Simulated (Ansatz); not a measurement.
# Te2Mo in Ansatz: the effect of functional

Te2Mo, a slab with vacuum:

```xyz
3
Lattice="3.4876 0.0000 0.0000 -1.7438 3.0203 0.0000 0.0000 0.0000 17.1663" Properties=species:S:1:pos:R:3 pbc="T T T"
Te    0.0000    2.0135    1.7534
Te    0.0000    2.0135   15.4129
Mo    0.0000    0.0000    0.0000
```

The cell isn't the ideal one: volume scaled by 0.94.

Alike in all runs:

| Item | Value |
| --- | --- |
| Program | Ansatz 0.2.0 |
| Task | single point |
| Potentials or basis | Ansatz PAW |
| k mesh | 9 × 9 × 2 |
| Occupations | fermi-dirac, width 0.05 eV |
| Spin | no spin polarisation |

```tsv
functional	cutoff	gap on the mesh (eV)	largest force (eV/Å)
LDA	420 eV (not typed: the program's choice for these potentials)	?	?
PBEsol	420 eV (not typed: the program's choice for these potentials)	1.15	0.78
r2SCAN	500 eV (not typed: the program's choice for these potentials)	1.23	0.98
```

Q: What does the run with functional LDA give?

A: gap on the mesh 1.14 eV; largest force 0.51 eV/Å.

Caveats: odd divisions of the mesh miss points on the zone boundary, where band edges often lie, so the gap on the mesh can be too wide; spin-orbit coupling is left out, which moves the levels of the heavy elements; the PAW data sets come from PBE, with cores solved anew for the run's functional, which leaves a small shift of forces and pressure.

A k mesh can miss the band edges.

Runs at the PBE level aren't shown here.
